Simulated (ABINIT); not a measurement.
# BaTe (Fm-3m): G0W0 in ABINIT against the bands in the self-energy

Wanted: the cheapest bands in the self-energy that holds the gap of BaTe (Fm-3m).

Method: PBE and many-body steps on it, plane waves, in ABINIT 10.8.3.

The database entry behind the starting cell differs from later determinations by our own check (about 0.2 % short), so it need not match the best structure at ambient conditions.

## (1) Starting point

It takes space group Fm-3m (No. 225, cubic). Conventional cell: a = 6.986 Å, b = 6.986 Å, c = 6.986 Å, α = 90.00°, β = 90.00°, γ = 90.00°. Nearest to Ba lie 6 Te at 3.49 Å. Te has 6 Ba at 3.49 Å nearest. Farther neighbours and most contacts between anions are not listed.

The cell and positions come from the Crystallography Open Database and are kept as given unless a step says otherwise. Spin-orbit coupling is left out unless a step names it.

## (2) Screening, 2×2×2 mesh, 151 bands, screening to 176.9 eV

This step: ABINIT 10.8.3; RPA screening on PBE, plane waves, norm-conserving pseudopotentials.

The RPA dielectric matrix is built and inverted for each q.

Input file run.abi:

```
acell 3*1.0 Angstrom
rprim 
  -0.000000000000 3.493000000000 3.493000000000
  3.493000000000 -0.000000000000 3.493000000000
  3.493000000000 3.493000000000 -0.000000000000
ntypat 2
znucl 56 52
natom 2
typat 1 2
xred 
  0.000000000000 0.000000000000 0.000000000000
  0.500000000000 0.500000000000 0.500000000000
pp_dirpath "pseudos"
pseudos "Ba.upf, Te.upf"
ecut 34
ngkpt 2 2 2
nshiftk 1
shiftk 0 0 0
kptopt 1
chksymbreak 0
istwfk *1
occopt 1
irdwfk 1
optdriver 3
nband 151
ecuteps 6.5
inclvkb 2
awtr 1
symchi 1
indata_prefix "in"
outdata_prefix "out"
tmpdata_prefix "tmp"
```

Launch:

```sh
$ OMP_NUM_THREADS=1 mpirun -n 4 abinit run.abi > log
```

What it wrote:

```text
.Version 10.8.3 of ABINIT. v10.8.2 released Aug 2026.

 Symmetries : space group Fm -3 m (#225); Bravais cF (face-center cubic)
[... echo of the input left out ...]
== DATASET  1 ==================================================================
-   mpi_nproc: 4, omp_nthreads: 1 (-1 if OMP is not activated)

--- !DatasetInfo
iteration_state: {dtset: 1, }
dimensions: {natom: 2, nkpt: 3, mband: 151, nsppol: 1, nspinor: 1, nspden: 1, mpw: 5577, }
cutoff_energies: {ecut:  34.0, pawecutdg:  -1.0, }
electrons: {nelect:   2.60000000E+01, charge:   0.00000000E+00, occopt:   1.00000000E+00, tsmear:   1.00000000E-02, }

 SCREENING: Calculation of the susceptibility and dielectric matrices

 Based on a program developped by R.W. Godby, V. Olevano, G. Onida, and L. Reining.
 Incorporated in ABINIT by V. Olevano, G.-M. Rignanese, and M. Torrent.
.Using double precision arithmetic ; gwpc =  8

[... cell and pseudopotentials left out ...]
--------------------------------------------------------------------------------

 ==== K-mesh for the wavefunctions ====
 Number of points in the irreducible wedge :     3
[... list of points left out ...]
 Together with 48 symmetry operations and time-reversal symmetry
 yields     8 points in the full Brillouin Zone.

 ==== Q-mesh for the screening function ====
 Number of points in the irreducible wedge :     3
[... list of points left out ...]
 Together with 48 symmetry operations and time-reversal symmetry
 yields     8 points in the full Brillouin Zone.

 setmesh: FFT mesh size selected  =    36x   36x   36
          total number of points  =        46656

 vcoul_init : cutoff-mode = AUXILIARY_FUNCTION
 q-points for optical limit:   1
     1)      0.000010    0.000020    0.000030

- screening: taking advantage of time-reversal symmetry
- Maximum band index for partially occupied states nbvw = 13
- Remaining bands to be divided among processors   nbcw = 138
- Number of bands treated by each node ~34

 Number of electrons calculated from density =   26.0000; Expected =   26.0000
 average of density, n =  0.045201
 r_s =    1.7415
 omega_plasma =   20.5084 [eV]

 calculating chi0 at frequencies [eV] :
  1    0.000000E+00    0.000000E+00
  2    0.000000E+00    2.050837E+01

--------------------------------------------------------------------------------
  q-point number  1        q = ( 0.000000, 0.000000, 0.000000) [r.l.u.]
--------------------------------------------------------------------------------
[... chi0 elements left out ...]
 For q-point:  0.000010 0.000020 0.000030
  dielectric constant =  11.8692
  dielectric constant without local fields =  14.2888

  Average fulfillment of the sum rule on Im[epsilon] for q-point    1 :     83.87  [%]
[... wings left out ...]
  q-point number  2        q = ( 0.500000, 0.000000, 0.000000) [r.l.u.]
--------------------------------------------------------------------------------
[... chi0 elements left out ...]
  Average fulfillment of the sum rule on Im[epsilon] for q-point    2 :     92.20  [%]

 [... 1 further q-points ...]
```

Elapsed: 18 s, on 4 MPI ranks of Arm Neoverse N1, shared host; peak memory 0.87 GiB; 72 s of CPU time.

Numbers from this step:

```
ε∞ with local fields, on this mesh, along the program's q direction : 11.87
the same without local fields                                       : 14.29
plasma frequency                                                    : 20.51 eV
plane waves in the screening matrix                                 : 459
```

Local fields lower ε∞ by 17 %. On a Γ-centred mesh this coarse the value itself is usually too large, while a short band sum pulls it down.

## (3) 21 bands

This step: G0W0 on PBE, plane waves, norm-conserving pseudopotentials.

run.abi: that of step 2 with these lines changed.

```diff
@@ -23,8 +23,17 @@
 irdwfk 1
-optdriver 3
-nband 151
+optdriver 4
+nband 21
+gwcalctyp 0
+ecutsigx 34
+symsigma 1
+nkptgw 2
+kptgw 
+  0.0000000000 0.0000000000 0.0000000000
+  0.5000000000 0.5000000000 0.0000000000
+bdgw 
+  11 17
+  12 15
 ecuteps 6.5
-inclvkb 2
-awtr 1
-symchi 1
+irdscr 1
+ppmodel 1
 indata_prefix "in"
```

What it wrote:

```text
.Version 10.8.3 of ABINIT. v10.8.2 released Aug 2026.

 Symmetries : space group Fm -3 m (#225); Bravais cF (face-center cubic)
[... echo of the input left out ...]
== DATASET  1 ==================================================================
-   mpi_nproc: 4, omp_nthreads: 1 (-1 if OMP is not activated)

--- !DatasetInfo
iteration_state: {dtset: 1, }
dimensions: {natom: 2, nkpt: 3, mband: 21, nsppol: 1, nspinor: 1, nspden: 1, mpw: 5577, }
cutoff_energies: {ecut:  34.0, pawecutdg:  -1.0, }
electrons: {nelect:   2.60000000E+01, charge:   0.00000000E+00, occopt:   1.00000000E+00, tsmear:   1.00000000E-02, }

 SIGMA: Calculation of the GW corrections

 Based on a program developped by R.W. Godby, V. Olevano, G. Onida, and L. Reining.
 Incorporated in ABINIT by V. Olevano, G.-M. Rignanese, and M. Torrent.
.Using double precision arithmetic ; gwpc =  8

[... cell and pseudopotentials left out ...]
--------------------------------------------------------------------------------

 ==== K-mesh for the wavefunctions ====
 Number of points in the irreducible wedge :     3
[... list of points left out ...]
 Together with 48 symmetry operations and time-reversal symmetry
 yields     8 points in the full Brillouin Zone.

 ==== Q-mesh for screening function ====
 Number of points in the irreducible wedge :     3
[... list of points left out ...]
 Together with 48 symmetry operations and time-reversal symmetry
 yields     8 points in the full Brillouin Zone.

 vcoul_init : cutoff-mode = AUXILIARY_FUNCTION
 q-points for optical limit:   1
     1)      0.000010    0.000020    0.000030
 setmesh: FFT mesh size selected  =    50x   50x   50
          total number of points  =       125000

 Number of electrons calculated from density =   26.0000; Expected =   26.0000
 average of density, n =  0.045201
 r_s =    1.7415
 omega_plasma =   20.5084 [eV]

 === KS Band Gaps ===
  >>>> For spin  1
   Minimum direct gap =   1.9141 [eV], located at k-point      :   0.5000  0.5000  0.0000
   Fundamental gap    =   1.5408 [eV], Top of valence bands at :   0.0000  0.0000  0.0000
                                       Bottom of conduction at :   0.5000  0.5000  0.0000
 SIGMA fundamental parameters:
 PLASMON POLE MODEL  1
 number of plane-waves for SigmaX                 5577
 number of plane-waves for SigmaC and W            459
 number of plane-waves for wavefunctions          5577
 number of bands                                    21
 number of independent spin polarizations            1
 number of spinorial components                      1
 number of k-points in IBZ                           3
 number of q-points in IBZ                           3
 number of symmetry operations                      48
 number of k-points in BZ                            8
 number of q-points in BZ                            8
 number of frequencies for dSigma/dE                 9
 frequency step for dSigma/dE [eV]                0.25
 number of omega for Sigma on real axis              0
 max omega for Sigma on real axis  [eV]           0.00
 zcut for avoiding poles [eV]                     0.10

 EPSILON^-1 parameters (SCR file):
 dimension of the eps^-1 matrix on file            459
 dimension of the eps^-1 matrix used               459
 number of plane-waves for wavefunctions          5577
 number of bands                                   151
 number of q-points in IBZ                           3
 number of frequencies                               2
 number of real frequencies                          1
 number of imag frequencies                          1

 matrix elements of self-energy operator (all in [eV])

 Perturbative Calculation

--- !SelfEnergy_ee
iteration_state: {dtset: 1, }
kpoint     : [   0.000,    0.000,    0.000, ]
spin       : 1
KS_gap     :    2.952
QP_gap     :    3.882
Delta_QP_KS:    0.931
data: !SigmaeeData |
     Band     E0 <VxcDFT>   SigX SigC(E0)      Z dSigC/dE  Sig(E)    E-E0       E
       11   3.636 -11.650 -14.560   3.474   0.822  -0.217 -11.187   0.463   4.099
       12   3.636 -11.650 -14.560   3.474   0.822  -0.217 -11.187   0.463   4.099
       13   3.636 -11.650 -14.560   3.474   0.822  -0.217 -11.187   0.463   4.099
       14   6.588  -8.112  -4.136  -2.332   0.848  -0.180  -6.718   1.394   7.981
       15   6.594  -8.447  -4.047  -2.419   0.836  -0.196  -6.791   1.656   8.250
       16   6.594  -8.447  -4.047  -2.419   0.836  -0.196  -6.791   1.656   8.250
       17   6.594  -8.447  -4.047  -2.419   0.836  -0.196  -6.791   1.656   8.250

--- !SelfEnergy_ee
iteration_state: {dtset: 1, }
kpoint     : [   0.500,    0.500,    0.000, ]
spin       : 1
KS_gap     :    1.914
QP_gap     :    2.774
Delta_QP_KS:    0.860
data: !SigmaeeData |
     Band     E0 <VxcDFT>   SigX SigC(E0)      Z dSigC/dE  Sig(E)    E-E0       E
       12   3.263 -11.355 -14.238   3.331   0.820  -0.220 -10.988   0.366   3.629
       13   3.263 -11.355 -14.238   3.331   0.820  -0.220 -10.988   0.366   3.629
       14   5.177  -7.544  -3.643  -2.433   0.836  -0.197  -6.318   1.226   6.403
       15   8.114 -10.441  -5.557  -2.117   0.838  -0.194  -8.123   2.318  10.432

== END DATASET(S) ==============================================================
================================================================================

 -outvars: echo values of variables after computation  --------
           etotal      0.0000000000E+00
            nband          21
             nkpt           3
          spgroup         225
 [... the other variables as echoed above ...]

 Calculation completed.
```

Wall time 8.9 s (4 MPI ranks); peak memory 0.8 GiB; 35 s of CPU time.

Numbers from this step:

```
G0W0 gap on the points computed              : 2.304 eV
starting gap on the mesh                     : 1.541 eV
k of the valence top                         : 0, 0, 0
k of the conduction bottom                   : 0.5, 0.5, 0
Z at the valence top                         : 0.822
Z at the conduction bottom                   : 0.836
least direct G0W0 gap on the computed points : 2.774 eV
```

## (4) 25 bands

run.abi: that of step 3 with these lines changed.

```diff
@@ -24,3 +24,3 @@
 optdriver 4
-nband 21
+nband 25
 gwcalctyp 0
```

What it wrote:

```text
.Version 10.8.3 of ABINIT. v10.8.2 released Aug 2026.

 Symmetries : space group Fm -3 m (#225); Bravais cF (face-center cubic)
[... echo of the input left out ...]
== DATASET  1 ==================================================================
-   mpi_nproc: 4, omp_nthreads: 1 (-1 if OMP is not activated)

--- !DatasetInfo
iteration_state: {dtset: 1, }
dimensions: {natom: 2, nkpt: 3, mband: 25, nsppol: 1, nspinor: 1, nspden: 1, mpw: 5577, }
cutoff_energies: {ecut:  34.0, pawecutdg:  -1.0, }
electrons: {nelect:   2.60000000E+01, charge:   0.00000000E+00, occopt:   1.00000000E+00, tsmear:   1.00000000E-02, }

 SIGMA: Calculation of the GW corrections

 Based on a program developped by R.W. Godby, V. Olevano, G. Onida, and L. Reining.
 Incorporated in ABINIT by V. Olevano, G.-M. Rignanese, and M. Torrent.
.Using double precision arithmetic ; gwpc =  8

[... cell and pseudopotentials left out ...]
--------------------------------------------------------------------------------

 ==== K-mesh for the wavefunctions ====
 Number of points in the irreducible wedge :     3
[... list of points left out ...]
 Together with 48 symmetry operations and time-reversal symmetry
 yields     8 points in the full Brillouin Zone.

 ==== Q-mesh for screening function ====
 Number of points in the irreducible wedge :     3
[... list of points left out ...]
 Together with 48 symmetry operations and time-reversal symmetry
 yields     8 points in the full Brillouin Zone.

 vcoul_init : cutoff-mode = AUXILIARY_FUNCTION
 q-points for optical limit:   1
     1)      0.000010    0.000020    0.000030
 setmesh: FFT mesh size selected  =    50x   50x   50
          total number of points  =       125000

 Number of electrons calculated from density =   26.0000; Expected =   26.0000
[...]
number of omega for Sigma on real axis              0
 max omega for Sigma on real axis  [eV]           0.00
 zcut for avoiding poles [eV]                     0.10

 EPSILON^-1 parameters (SCR file):
 dimension of the eps^-1 matrix on file            459
 dimension of the eps^-1 matrix used               459
 number of plane-waves for wavefunctions          5577
 number of bands                                   151
 number of q-points in IBZ                           3
 number of frequencies                               2
 number of real frequencies                          1
 number of imag frequencies                          1

 matrix elements of self-energy operator (all in [eV])

 Perturbative Calculation

--- !SelfEnergy_ee
iteration_state: {dtset: 1, }
kpoint     : [   0.000,    0.000,    0.000, ]
spin       : 1
KS_gap     :    2.952
QP_gap     :    3.837
Delta_QP_KS:    0.885
data: !SigmaeeData |
     Band     E0 <VxcDFT>   SigX SigC(E0)      Z dSigC/dE  Sig(E)    E-E0       E
       11   3.636 -11.650 -14.560   2.993   0.812  -0.232 -11.583   0.067   3.703
       12   3.636 -11.650 -14.560   2.993   0.812  -0.232 -11.583   0.067   3.703
       13   3.636 -11.650 -14.560   2.993   0.812  -0.232 -11.583   0.067   3.703
[...]
--- !SelfEnergy_ee
iteration_state: {dtset: 1, }
kpoint     : [   0.500,    0.500,    0.000, ]
spin       : 1
KS_gap     :    1.914
QP_gap     :    2.905
Delta_QP_KS:    0.990
data: !SigmaeeData |
     Band     E0 <VxcDFT>   SigX SigC(E0)      Z dSigC/dE  Sig(E)    E-E0       E
[...]
14   5.177  -7.544  -3.643  -2.669   0.830  -0.205  -6.522   1.022   6.198
       15   8.114 -10.441  -5.557  -2.414   0.831  -0.204  -8.389   2.052  10.166

== END DATASET(S) ==============================================================
================================================================================

 -outvars: echo values of variables after computation  --------
           etotal      0.0000000000E+00
            nband          25
             nkpt           3
          spgroup         225
 [... the other variables as echoed above ...]

 Calculation completed.
```

The job ended after 9.3 s (4 MPI ranks; peak memory 0.8 GiB; 37 s of CPU time).

Numbers from this step:

| Item | Value |
| --- | --- |
| G0W0 gap on the points computed | 2.495 eV |
| starting gap on the mesh | 1.541 eV |
| k of the valence top | 0, 0, 0 |
| k of the conduction bottom | 0.5, 0.5, 0 |
| Z at the valence top | 0.812 |
| Z at the conduction bottom | 0.83 |
| least direct G0W0 gap on the computed points | 2.904 eV |

(Continued in part 2 of 2.)

[Paths, hosts, dates, memory and timing lines, banners, echoed tables and standing remarks are left out of the program output.]

[Logs are printed without paths, hosts, clocks, repeated set-up lines and the standing remarks that a program may print on its own settings, such as how far it seeks lower states.]

[Runs of the session that timed out or met a known fault of the program may be left out.]

[Hosts, paths, dates, database ids (printed as entryN), source tags and the programs' standing remarks are cut or masked in the printed files.]

[G0W0 gaps are taken among the corrected bands and points alone; a level outside them can change the order at an edge.]

[Where Ansatz stands beside ABINIT at settings called matched, ABINIT's density can come from a denser mesh and the files from another edition; pairs whose starting gaps differed by over 0.03 eV were left out, so agreement reads better than it is.]
